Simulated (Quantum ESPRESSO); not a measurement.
Si: single point with BLYP+D2

Crystal: Si.

```
Si
1.0
     2.66225   -0.03624   -0.00683
    -1.36251    2.23176    0.04190
    -0.00643    0.04182    2.48776
Si
1
Direct
  0.00000 0.00000 0.00000
```

This isn't the form of Si at room conditions, which is diamond.

```json
{
 "Program": "Quantum ESPRESSO 7.5",
 "Task": "single point",
 "Functional": "BLYP",
 "Dispersion": "D2",
 "Potentials or basis": "SG15 PBE 1.2",
 "Cutoff": "544 eV",
 "Density cutoff": "2177 eV",
 "k mesh": "12 × 12 × 11",
 "Occupations": "fermi-dirac, width 0.2 eV",
 "Spin": "no spin polarisation",
 "Mixing beta": "0.5",
 "Most SCF iterations": "120",
 "SCF threshold": "2e-10 Ry",
 "Mixing mode": "local-TF"
}
```

```yaml
Pressure: 5.1 GPa
Band_gap_on_the_k_mesh: none (metal or under the smearing width)
```

Stress tensor (GPa, compression positive):
```
 5.38  1.81  0.38
 1.81  7.29 -4.02
 0.38 -4.02  2.73
```

Levels at points of the mesh, in eV from the Fermi level:
| k point | band 1 | band 2 | band 3 | band 4 | band 5 |
| --- | --- | --- | --- | --- | --- |
| (0.00, 0.00, 0.00) | -14.10 | 7.22 | 7.62 | 9.94 | 11.09 |
| (0.00, -0.50, 0.00) | -7.17 | -6.53 | 4.50 | 6.10 | 12.68 |
| (-0.50, 0.00, 0.00) | -7.54 | -6.66 | 5.29 | 6.58 | 12.50 |
| (-0.50, -0.50, 0.00) | -8.03 | -6.79 | 6.29 | 7.12 | 12.10 |

It took 23 s on 1 thread of Intel(R) Xeon(R) Platinum 8488C (Sapphire Rapids), with other jobs on the host, peak memory 0.07 GiB.

Caveat: the potentials were made for another functional, which shifts forces and pressure; pairwise dispersion overbinds metals, which lowers pressure and volume.
